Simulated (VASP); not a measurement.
A run of VASP 6.6.1:

INCAR

```
SYSTEM = K
PREC = Accurate ; ENCUT = 520
EDIFF = 1E-6 ; ISMEAR = 0
SIGMA = 0.15 ; LREAL = .FALSE.
LASPH = .TRUE. ; NELM = 100
ALGO = Fast ; ISIF = 2
LWAVE = .FALSE. ; LCHARG = .TRUE.
LELF = .TRUE. ; LVHAR = .TRUE.
NBANDS = 10
```

The input KPOINTS:

```
Automatic mesh
0
G
  14 14 14
  0 0 0
```

File POSCAR:

```
K
1.0
   -2.6180000000      2.5132800000      2.6180000000
    2.6180000000     -2.5132800000      2.6180000000
    2.6180000000      2.5132800000     -2.6180000000
K
1
Direct
    0.0000000000      0.0000000000      0.0000000000
```

Potentials or basis: VASP PAW LDA potentials, release 64 (K_sv).

Command:

```bash
$ cat potpaw_LDA.64/K_sv/POTCAR > POTCAR
$ mpirun -np 1 vasp_std > vasp.out
```

Hardware: 1 thread of Intel(R) Xeon(R) 6975P-C (Granite Rapids), on a shared host.

How long does it take, and how much memory?

Run time: 60 s on 1 thread of Intel(R) Xeon(R) 6975P-C (Granite Rapids), on a shared host, peak memory 0.28 GiB. Counts: scf iterations 11, k points 244.
